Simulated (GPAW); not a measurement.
This GPAW 26.7.0 run on CdTe needs a look.

File run.py:

```python
import json
import numpy as np
import spglib
from ase import Atoms
from ase.dft.bandgap import bandgap
from ase.io import read, write
from gpaw import GPAW, PW
from gpaw.response.g0w0 import G0W0

atoms = read('CdTe.cif')
cell, positions, numbers = spglib.find_primitive(
    (atoms.cell[:], atoms.get_scaled_positions(), atoms.numbers), symprec=1e-4)
atoms = Atoms(numbers, cell=cell, scaled_positions=positions, pbc=True)

calc = GPAW(mode=PW(450),
            xc='PBE',
            kpts={'size': (3, 3, 3), 'gamma': True},
            occupations={'name': 'fermi-dirac', 'width': 0.001},
            nbands=18,
            convergence={'density': 1e-06},
            maxiter=60,
            txt='gpaw.txt')
atoms.calc = calc
energy = atoms.get_potential_energy()
calc.write('gs.gpw')
write('result.traj', atoms)
print(f'Energy: {energy:.6f} eV')
print('Fermi level:', round(calc.get_fermi_level(), 4), 'eV')
print(f'Gap: {bandgap(calc)[0]:.4f} eV, direct: {bandgap(calc, direct=True)[0]:.4f} eV')

calc.diagonalize_full_hamiltonian(nbands=278)
calc.write('full.gpw', mode='all')

ibz = calc.get_ibz_k_points()
gap, vbm, cbm = bandgap(calc, output=None)
gap, direct, _ = bandgap(calc, direct=True, output=None)
gamma = int(np.abs(ibz).sum(1).argmin())
kpts = sorted({gamma, vbm[1], cbm[1], direct[1]})
gw = G0W0(calc='full.gpw',
          filename='gw',
          ecut=150,
          ecut_extrapolation=False,
          relbands=(-4, 4),
          kpts=kpts,
          integrate_gamma='sphere',
          nbands=274,
          frequencies={'type': 'nonlinear', 'domega0': 0.15, 'omega2': 10},
          eta=0.1,
          xc='LDA',
          fxc_mode='GWG',
          do_GW_too=True)
gw.calculate()
results = {mode: {key: np.asarray(r[key]).tolist() for key in ['f', 'eps', 'vxc', 'exx', 'sigma', 'Z', 'qp', 'sigma_eskn']}
           for mode, r in gw.all_results.items()}
json.dump({'kpts': ibz[kpts].tolist(), 'results': results}, open('gw.json', 'w'))
for mode, r in results.items():
    f, qp = np.array(r['f']), np.array(r['qp'])
    print(mode, 'quasiparticle energies (eV):')
    print(qp.round(3))
    print(mode, 'gap:', round(qp[f < 0.5].min() - qp[f > 0.5].max(), 4), 'eV')
```

Contents of CdTe.cif:

```cif
data_CdTe
_cell_length_a 6.41000000
_cell_length_b 6.41000000
_cell_length_c 6.41000000
_cell_angle_alpha 90.00000000
_cell_angle_beta 90.00000000
_cell_angle_gamma 90.00000000
_space_group_name_H-M_alt 'F-43m'
_space_group_name_Hall 'F -4 2 3'
_space_group_IT_number 216
loop_
_space_group_symop_operation_xyz
'x,y,z'
'y,-x,-z'
'-x,-y,z'
'-y,x,-z'
'x,-y,-z'
'y,x,z'
'-x,y,-z'
'-y,-x,z'
'z,x,y'
'-z,y,-x'
'z,-x,-y'
'-z,-y,x'
'-z,x,-y'
'z,y,x'
'-z,-x,y'
'z,-y,-x'
'y,z,x'
'-x,-z,y'
'-y,z,-x'
'x,-z,-y'
'-y,-z,x'
'x,z,y'
'y,-z,-x'
'-x,z,-y'
'x,y+1/2,z+1/2'
'y,-x+1/2,-z+1/2'
'-x,-y+1/2,z+1/2'
'-y,x+1/2,-z+1/2'
'x,-y+1/2,-z+1/2'
'y,x+1/2,z+1/2'
'-x,y+1/2,-z+1/2'
'-y,-x+1/2,z+1/2'
'z,x+1/2,y+1/2'
'-z,y+1/2,-x+1/2'
'z,-x+1/2,-y+1/2'
'-z,-y+1/2,x+1/2'
'-z,x+1/2,-y+1/2'
'z,y+1/2,x+1/2'
'-z,-x+1/2,y+1/2'
'z,-y+1/2,-x+1/2'
'y,z+1/2,x+1/2'
'-x,-z+1/2,y+1/2'
'-y,z+1/2,-x+1/2'
'x,-z+1/2,-y+1/2'
'-y,-z+1/2,x+1/2'
'x,z+1/2,y+1/2'
'y,-z+1/2,-x+1/2'
'-x,z+1/2,-y+1/2'
'x+1/2,y,z+1/2'
'y+1/2,-x,-z+1/2'
'-x+1/2,-y,z+1/2'
'-y+1/2,x,-z+1/2'
'x+1/2,-y,-z+1/2'
'y+1/2,x,z+1/2'
'-x+1/2,y,-z+1/2'
'-y+1/2,-x,z+1/2'
'z+1/2,x,y+1/2'
'-z+1/2,y,-x+1/2'
'z+1/2,-x,-y+1/2'
'-z+1/2,-y,x+1/2'
'-z+1/2,x,-y+1/2'
'z+1/2,y,x+1/2'
'-z+1/2,-x,y+1/2'
'z+1/2,-y,-x+1/2'
'y+1/2,z,x+1/2'
'-x+1/2,-z,y+1/2'
'-y+1/2,z,-x+1/2'
'x+1/2,-z,-y+1/2'
'-y+1/2,-z,x+1/2'
'x+1/2,z,y+1/2'
'y+1/2,-z,-x+1/2'
'-x+1/2,z,-y+1/2'
'x+1/2,y+1/2,z'
'y+1/2,-x+1/2,-z'
'-x+1/2,-y+1/2,z'
'-y+1/2,x+1/2,-z'
'x+1/2,-y+1/2,-z'
'y+1/2,x+1/2,z'
'-x+1/2,y+1/2,-z'
'-y+1/2,-x+1/2,z'
'z+1/2,x+1/2,y'
'-z+1/2,y+1/2,-x'
'z+1/2,-x+1/2,-y'
'-z+1/2,-y+1/2,x'
'-z+1/2,x+1/2,-y'
'z+1/2,y+1/2,x'
'-z+1/2,-x+1/2,y'
'z+1/2,-y+1/2,-x'
'y+1/2,z+1/2,x'
'-x+1/2,-z+1/2,y'
'-y+1/2,z+1/2,-x'
'x+1/2,-z+1/2,-y'
'-y+1/2,-z+1/2,x'
'x+1/2,z+1/2,y'
'y+1/2,-z+1/2,-x'
'-x+1/2,z+1/2,-y'
loop_
_atom_site_label
_atom_site_type_symbol
_atom_site_symmetry_multiplicity
_atom_site_Wyckoff_symbol
_atom_site_fract_x
_atom_site_fract_y
_atom_site_fract_z
_atom_site_occupancy
Te1 Te 4 c 0.2500000000 0.2500000000 0.2500000000 1
Cd1 Cd 4 a 0.0000000000 0.0000000000 0.0000000000 1
```

Potentials or basis: GPAW PAW data sets (gpaw-data 1.2.1), pw.

Launch:

```sh
$ OMP_NUM_THREADS=1 python run.py
```

gpaw.txt:

```text
__  _  _
 | _ |_)|_||  |
 |__||  | ||/\| - 26.7.0

Input parameters:
  mode=PW(ecut=450.00000000000006),
  convergence={'density': 1e-06},
  kpts=MonkhorstPack(size=(3, 3, 3), gamma=True),
  maxiter=60,
  nbands=18,
[... 220 lines left out ...]
|         14 |        13.656 |     0.000 |
|         15 |        13.656 |     0.000 |
|         16 |        14.223 |     0.000 |
|         17 |        14.223 |     0.000 |

Gap: 0.837 eV
Transition (v -> c):
  (s=0, k=0, n=8, [0.00, 0.00, 0.00]) -> (s=0, k=0, n=9, [0.00, 0.00, 0.00])
No difference between direct/indirect transitions
# Writing to gs.gpw (mode='')

Matrix size: 1430x1430
# Writing to full.gpw (mode='all')
```

On the terminal:

```text
Energy: -4.714144 eV
Fermi level: 4.4337 eV
Gap: 0.8366 eV, direct: 0.8366 eV
Traceback (most recent call last):
  File "run.py", line 39, in <module>
  File "response/g0w0.py", line 1383, in __init__
  File "response/screened_interaction.py", line 111, in initialize_w_calculator
  File "response/g0w0_kernels.py", line 14, in __init__
  File "xc/fxc.py", line 897, in __init__
AttributeError: 'XCFlags' object has no attribute 'xc'
```

Question: Diagnose the run.

Answer: The program refused the input. The input holds a flaw that was put in on purpose: kernel name that the code doesn't know.
